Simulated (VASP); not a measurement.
## Sb: single point with PBE0(alpha)

Crystal: Sb.

```
CELL_PARAMETERS angstrom
3.12240 0.00000 0.00000
0.00000 4.34752 0.00000
-0.03891 0.00000 4.40585
ATOMIC_POSITIONS crystal
Sb 0.01139 0.25000 0.24117
Sb 0.98861 0.75000 0.75883
```

This isn't the form of Sb at room conditions, which is rhombohedral.

```json
{
  "Program": "VASP 6.6.1",
  "Task": "single point",
  "Functional": "PBE0(alpha)",
  "Potentials or basis": "VASP PAW PBE potentials, release 64 (Sb)",
  "Cutoff": "520 eV",
  "k mesh": "5 × 3 × 3",
  "Occupations": "fermi-dirac, width 0.05 eV",
  "Spin": "no spin polarisation",
  "Share of exact exchange": "0.4",
  "Grid for exact exchange (PRECFOCK)": "Fast",
  "Exchange at q = 0": "truncated",
  "Further INCAR settings": "ALGO = Normal; EDIFF = 1e-06"
}
```

```json
{
  "Pressure": "-5.4 GPa",
  "Largest force": "0.441 eV/Å",
  "Band gap on the k mesh": "none (metal or under the smearing width)"
}
```

Forces in eV/Å, atoms in the order of the input:
```
Sb  -0.104  0.000 -0.429
Sb   0.104  0.000  0.429
```

Stress tensor (GPa, compression positive):
```
-0.66  0.00 -0.01
 0.00 -7.97  0.00
-0.01  0.00 -7.66
```

Levels at points of the mesh, in eV from the Fermi level:
```
           k point  band 1  band 2  band 3  band 4  band 5  band 6  band 7  band 8  band 9
(0.00, 0.00, 0.00)  -15.20   -9.18   -5.19   -5.06    3.18    4.20    4.82    4.96    8.05
```

It took 69 s on 1 thread of Intel(R) Xeon(R) 6975P-C (Granite Rapids), on a shared host, peak memory 0.17 GiB.

Caveat: the k mesh is coarse (spacing up to 0.48 Å⁻¹), so the values aren't converged, least of all with exact exchange; the PAW data sets were made with another functional, which shifts forces and pressure a little. Spin-orbit coupling is left out, which matters for the levels of Sb.
